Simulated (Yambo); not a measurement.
Si in Yambo: convergence with bands in self energy

Si:

```
Si
1.0
     0.00000    2.72185    2.72185
     2.72185    0.00000    2.72185
     2.72185    2.72185    0.00000
Si
2
Cartesian
  2.7219 2.7219 2.7219
  4.0828 4.0828 4.0828
```

| Item | Value |
| --- | --- |
| Program | Yambo 5.3.0 |
| Task | G0W0 quasiparticle levels |
| Functional | PBE |
| Potentials or basis | PseudoDojo 0.5 SR PBE standard |
| Cutoff | 490 eV |
| Density cutoff | 1959 eV |
| k mesh | 6 × 6 × 6 |
| Occupations | fixed |
| Spin | no spin polarisation |
| k mesh of the self-consistent run | 8 × 8 × 8 |
| Random integration of the Coulomb term | yes |
| Direction of the field or of q to 0 | x + y + z |
| Broadening | 0.1 eV |
| States corrected | Γ and the k points of the band edges |
| Frequency dependence of W | plasmon pole |
| Terminator of the band sum in the self-energy | none |
| Quasiparticle equation | linearised (Newton) |
| Imaginary frequency of the plasmon-pole fit | 27.2114 eV |
| Bands in the response | 104 |
| Bands in the self-energy | 9 |
| Cutoff of the response matrix | 6 Ry |
| Cutoff of exchange and Vxc | 36 Ry |
| Bands corrected (first, last) | [3, 6] |

These are the settings of the first run; the series varies bands in self energy, with any setting tied to it.

**Question.** The values tried are 9, 14, 24, 44, 104, loosest first. From which on does the quasiparticle gap at the points computed stay within 0.05 eV of the tightest run that finished?

**Answer.** From 44 on.

```
bands in self energy  quasiparticle gap at the points computed (eV)
                   9                                          0.926
                  14                                          0.993
                  24                                          1.053
                  44                                          1.095
                 104                                          1.131
```

The tightest run that finished is the yardstick and may itself not be fully converged.

Caveat, for the tightest run too: this k mesh misses the band edges, so its gaps are larger than the crystal's; this version prints the column dSc/dw multiplied by 27.2; the quasiparticle gap listed is the Kohn-Sham gap on the denser mesh of the self-consistent run plus the correction found on the GW mesh, so it differs from the gap in the log.
